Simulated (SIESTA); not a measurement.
## In2O3 under changes of volume

One of the cells (12.611 Å³/atom); the others are scaled copies at fixed shape and fractional positions:

```
CELL_PARAMETERS angstrom
2.74350 1.58396 4.83667
-2.74350 1.58396 4.83667
0.00000 -3.16792 4.83667
ATOMIC_POSITIONS crystal
In 0.85731 0.85731 0.85731
In 0.64269 0.64269 0.64269
In 0.14269 0.14269 0.14269
In 0.35731 0.35731 0.35731
O 0.04800 0.75000 0.45200
O 0.75000 0.45200 0.04800
O 0.45200 0.04800 0.75000
O 0.95200 0.25000 0.54800
O 0.25000 0.54800 0.95200
O 0.54800 0.95200 0.25000
```

- Program: SIESTA 5.4.2
- Functional: PBEsol
- Potentials or basis: PseudoDojo 0.4 standard (PBEsol files)
- Basis: DZP (energy shift 0.003 Ry; two zetas on semicore shells)
- Grid cutoff: 800 Ry
- Energy shift: 0.003 Ry
- k mesh: 4 × 4 × 4
- Occupations: fermi-dirac, width 0.05 eV
- Spin: no spin polarisation

| volume (Å³/atom) | energy over the lowest point (meV/atom) | pressure (GPa) | gap on the mesh (eV) | largest force (eV/Å) |
| --- | --- | --- | --- | --- |
| 11.854 | 67.17 | 19.8 | 1.59 | 0.285 |
| 12.106 | 39.94 | 14.8 | 1.44 | 0.283 |
| 12.359 | ? | ? | ? | ? |
| 12.611 | 7.73 | 6.0 | 1.14 | 0.254 |
| 12.863 | 1.16 | 2.4 | 1.01 | 0.256 |
| 13.115 | 0.00 | -0.8 | 0.87 | 0.255 |
| 13.368 | 3.63 | -3.8 | 0.74 | 0.241 |

What does the run at 12.359 Å³/atom give?

Energy over the lowest point 20.36 meV/atom; pressure 10.2 GPa; gap on the mesh 1.29 eV; largest force 0.274 eV/Å.

Worked out: A Birch-Murnaghan fit of order 3 (a polynomial in V^(-2/3)) to the other rows has its minimum at 13.05 Å³/atom with B0 = V·E''(V) = 162 GPa and B' = 5.2 at fixed shape and positions, which overstates the stiffness. It gives 20.37 meV/atom at 12.359 Å³/atom, against the run's 20.36, and -dE/dV = 10.1 GPa, against 10.2. A straight line through the other rows of the gap, of slope -7.09 eV per unit of ln V, gives 1.29 eV, against the run's 1.29.

Energies are extrapolated to zero smearing.

Caveats: spin-orbit coupling is left out, which moves the levels of the heavy elements; the basis of atomic orbitals isn't converged, which shifts pressures, moduli and gaps.

A mesh can miss the band edges.
